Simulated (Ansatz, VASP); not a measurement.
# One calculation of Ga, two programs

Contents of INCAR:

```
  ALGO = Normal
  EDIFF = 1E-7
  ENCUT = 520
  GGA = PS
  ISIF = 2
  ISMEAR = -1
  LASPH = True
  LCHARG = False
  LREAL = False
  LWAVE = False
  NBANDS = 20
  NELM = 100
  PREC = Accurate
  SIGMA = 0.05
```

Contents of KPOINTS:

```
k-points
0
Gamma
  10 8 7
```

Contents of POSCAR:

```
Ga
1.0
    2.8329147839      0.0000000000      0.0000000000
    0.0000000000      3.3459704005      0.0000000000
   -1.3697795742      0.0000000000      4.0685336955
Ga
2
Direct
    0.1345962700      0.7500000000      0.7701668300
    0.8654037300      0.2500000000      0.2298331700
```

Contents of input.yaml:

```yaml
crystal:
  lattice:
    - [2.8329147839, 0.0, 0.0]
    - [0.0, 3.3459704005, 0.0]
    - [-1.3697795742, 0.0, 4.0685336955]
  atoms:
    - { symbol: Ga, position: [0.13459627, 0.75, 0.77016683] }
    - { symbol: Ga, position: [0.86540373, 0.25, 0.22983317] }
hamiltonian:
  xc: pbesol
  pseudopotentials: { kind: paw }
kpoints:
  mp_grid: { grid: [10, 8, 7] }
scf:
  occupations: { method: fermi_dirac, width: 0.05 }
output:
  forces: true
  stress: true
  eigenvalues: true
  write_density: true
  write_potential: true
  elf: true
  volumetric_format: npy
```

Change from the starting cell: volume scaled by 1.06.

Alike in both runs: task single point; functional PBEsol; k mesh 10 × 8 × 7; occupations fermi-dirac, width 0.05 eV; no spin polarisation.

```csv
,VASP,Ansatz
version,VASP 6.6.1,Ansatz 0.2.0
potentials or method,"VASP PAW PBE potentials, release 64 (Ga_d)",Ansatz PAW
plane-wave cutoff (eV),520,420
valence electrons in the cell,26,26
```

|  | VASP | Ansatz | Ansatz less VASP |
| --- | --- | --- | --- |
| gap on the k mesh at the Fermi level (eV) | none | none | - |
| pressure (GPa) | -3.5 | -3.6 | -0.06 |
| largest component of the traceless stress (GPa) | 1.14 | 1.13 | -0.009 |
| rms of the force components (eV/Å) | 0.029 | 0.028 | -0.0009 |

Atom by atom the forces differ by 0.001 eV/Å (rms over components). A gap of «none» marks a metal or a gap that the smearing closes. The functional is the same, so the differences come from potentials, cutoffs and numerics.

Caveats: the PAW data sets were made with another functional, which shifts forces and pressure a little (VASP); the PAW data sets come from PBE, with cores solved anew for the run's functional, which leaves a small shift of forces and pressure (Ansatz).
